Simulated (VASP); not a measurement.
The system is GaN.

```
Ga N
1.0
     0.00000    2.24757    2.24757
     2.24757    0.00000    2.24757
     2.24757    2.24757    0.00000
Ga N
1 1
Direct
  0.00000 0.00000 0.00000
  0.25000 0.25000 0.25000
```

The cell was built by a generator and needn't be a form met in nature.

Base run:

```yaml
Program: VASP 6.6.1
Functional: PBE0
Potentials_or_basis: VASP PAW PBE potentials, release 64 (Ga_d, N)
Cutoff: 520 eV
k_mesh: 6 × 6 × 6
Occupations: gaussian, width 0.03 eV
Spin: no spin polarisation
```

Its results: band gap on the k mesh 3.74 eV, direct; pressure 0.2 GPa.

**Question.** The run is repeated on the same cell with these changes: functional from PBE0 to HSE06. What comes out?

**Answer.** Band gap on the k mesh 3.06 eV, direct; pressure 0.2 GPa.

Caveats: the PAW data sets were made with another functional, which shifts forces and pressure a little.
